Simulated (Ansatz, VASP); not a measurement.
## Al in VASP and in Ansatz

File INCAR:

```
ALGO = Normal
EDIFF = 1E-7
ENCUT = 520
ISIF = 2
ISMEAR = -1
LASPH = T
LCHARG = F
LREAL = F
LWAVE = F
NELM = 100
PREC = Accurate
SIGMA = 0.05
```

KPOINTS

```
k-points
0
Gamma
  11 11 11
```

POSCAR

```
Al
1.0
    0.0000000000      2.0248050000      2.0248050000
    2.0248050000      0.0000000000      2.0248050000
    2.0248050000      2.0248050000      0.0000000000
Al
1
Direct
    0.0000000000      0.0000000000      0.0000000000
```

KPOINTS_OPT

```
path GXWKGLUWLK,UX
15
line-mode
reciprocal
 0.0000000000  0.0000000000  0.0000000000  G
 0.5000000000  0.0000000000  0.5000000000  X

 0.5000000000  0.0000000000  0.5000000000  X
 0.5000000000  0.2500000000  0.7500000000  W

 0.5000000000  0.2500000000  0.7500000000  W
 0.3750000000  0.3750000000  0.7500000000  K

 0.3750000000  0.3750000000  0.7500000000  K
 0.0000000000  0.0000000000  0.0000000000  G

 0.0000000000  0.0000000000  0.0000000000  G
 0.5000000000  0.5000000000  0.5000000000  L

 0.5000000000  0.5000000000  0.5000000000  L
 0.6250000000  0.2500000000  0.6250000000  U

 0.6250000000  0.2500000000  0.6250000000  U
 0.5000000000  0.2500000000  0.7500000000  W

 0.5000000000  0.2500000000  0.7500000000  W
 0.5000000000  0.5000000000  0.5000000000  L

 0.5000000000  0.5000000000  0.5000000000  L
 0.3750000000  0.3750000000  0.7500000000  K

 0.6250000000  0.2500000000  0.6250000000  U
 0.5000000000  0.0000000000  0.5000000000  X
```

Contents of input.yaml:

```yaml
crystal:
  lattice:
    - [0.0, 2.024805, 2.024805]
    - [2.024805, 0.0, 2.024805]
    - [2.024805, 2.024805, 0.0]
  atoms:
    - { symbol: Al, position: [0.0, 0.0, 0.0] }
hamiltonian:
  xc: lda
  pseudopotentials: { kind: paw }
kpoints:
  mp_grid: { grid: [11, 11, 11] }
  band_path:
    path:
      - [[0.0, 0.0, 0.0], [0.5, 0.0, 0.5], [0.5, 0.25, 0.75], [0.375, 0.375, 0.75], [0.0, 0.0, 0.0], [0.5, 0.5, 0.5], [0.625, 0.25, 0.625], [0.5, 0.25, 0.75], [0.5, 0.5, 0.5], [0.375, 0.375, 0.75]]
      - [[0.625, 0.25, 0.625], [0.5, 0.0, 0.5]]
    npoints: 14
scf:
  occupations: { method: fermi_dirac, width: 0.05 }
  n_extra_bands: 6
output:
  forces: true
  stress: true
  eigenvalues: true
  fatbands: true
```

Alike in both runs: task band structure; functional LDA; k mesh 11 × 11 × 11; occupations fermi-dirac, width 0.05 eV; no spin polarisation.

|  | VASP | Ansatz |
| --- | --- | --- |
| version | VASP 6.6.1 | Ansatz 0.2.0 |
| potentials or method | VASP PAW LDA potentials, release 64 (Al) | Ansatz PAW |
| plane-wave cutoff (eV) | 520 | 420 |
| valence electrons in the cell | 3 | 3 |

VASP gave:

- gap on the k mesh at the Fermi level (eV): none
- pressure (GPa): -3.6

Q: What did Ansatz give for the same quantities?

A: gap on the k mesh at the Fermi level (eV): none; pressure (GPa): -3.7.

A gap of «none» marks a metal or a gap that the smearing closes.

Caveats: the PAW data sets come from PBE, with cores solved anew for the run's functional, which leaves a small shift of forces and pressure (Ansatz).
